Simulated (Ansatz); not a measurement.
**KCl: how the settings move a single-point run**

Aim: see which settings change the result for KCl, by how much, and at what cost.

Method: reference: DFT, PBEsol, PAW with Ansatz's default frozen-core files, scalar-relativistic, in Ansatz 0.2.0.

### 1 The structure to begin with

The structure is cubic, space group Fm-3m (No. 225). The conventional cell has a = 6.395 Å, b = 6.395 Å, c = 6.395 Å, α = 90.00°, β = 90.00°, γ = 90.00°. K (site symmetry m-3m) has 6 Cl at 3.20 Å as nearest neighbours. Cl (site symmetry m-3m) is surrounded by 6 K at 3.20 Å.

As a file:

```cif
data_structure
_symmetry_space_group_name_H-M 'Fm-3m'
_symmetry_Int_Tables_number 225
_cell_length_a 6.3953
_cell_length_b 6.3953
_cell_length_c 6.3953
_cell_angle_alpha 90.000
_cell_angle_beta 90.000
_cell_angle_gamma 90.000
_cell_volume 261.56
loop_
_atom_site_label
_atom_site_type_symbol
_atom_site_symmetry_multiplicity
_atom_site_Wyckoff_symbol
_atom_site_fract_x
_atom_site_fract_y
_atom_site_fract_z
_atom_site_occupancy
K1 K 4 a 0.00000 0.00000 0.00000 1
Cl1 Cl 4 b 0.50000 0.00000 0.00000 1
```

### 2 Baseline

Input file input.yaml:

```yaml
crystal:
  lattice:
    - [0.0, 3.1976323944, 3.1976323944]
    - [3.1976323944, 0.0, 3.1976323944]
    - [3.1976323944, 3.1976323944, 0.0]
  atoms:
    - { symbol: K, position: [0.0, 0.0, 0.0] }
    - { symbol: Cl, position: [0.5, 0.5, 0.5] }
kpoints:
  mp_grid: { grid: [7, 7, 7] }
scf:
  occupations: { method: fermi_dirac, width: 0.03 }
hamiltonian:
  xc: pbesol
  pseudopotentials: { kind: paw }
output:
  forces: true
  stress: true
  eigenvalues: true
  efg: { contact_densities: true }
```

On the command line:

```bash
$ ansatz run input.yaml --threads 1 --pin off --max-ram 2048MiB --backend cpu --events-out ev --progress --plain --runs-dir out
```

### 3 Changing settings: mixing.algorithm broyden, mixing.beta 0.2, mixing.ndim 16

input.yaml, as its differences from that of step 2:

```diff
@@ -12,2 +12,3 @@
   occupations: { method: fermi_dirac, width: 0.03 }
+  mixing: { algorithm: broyden, beta: 0.2, ndim: 16 }
 hamiltonian:
```

Before running it: what results should come out? Wanted: for each run, ending; energy change; pressure; gap; force.

As calculated:

| run | ending | energy change | pressure (GPa) | gap (eV) | force (eV/Å) | cycles | time |
| --- | --- | --- | --- | --- | --- | --- | --- |
| reference | converged | 0 | -1.1 | 4.88 | 0.00 | 6 | 2.2 s |
| 1: mixing.algorithm broyden, mixing.beta 0.2, mixing.ndim 16 | converged | 0.0 meV/atom | -1.1 | 4.88 | 0.00 | 7 | 2.3 s |

Residual by cycle in the longest SCF loop of each run; runs are numbered as in the table. The quantity is the density residual dr2, in eV.

| cycle | reference | run 1 |
| --- | --- | --- |
| 1 | 0.00804 | 0.00804 |
| 2 | 2.6e-4 | 0.00324 |
| 3 | 4.6e-5 | 1.8e-4 |
| 4 | 1.2e-6 | 1.7e-4 |
| 5 | 1.0e-8 | 5.1e-5 |
| 6 | 3.7e-10 | 1.5e-7 |
| 7 | - | 5.0e-8 |

What this shows: With the changed mixing the energy agrees within 0.5 meV/atom. Cost: 7 SCF cycles against 6.

The gaps are Kohn-Sham values of a semilocal functional, not quasiparticle or optical gaps. Such gaps usually fall short of the measured ones.
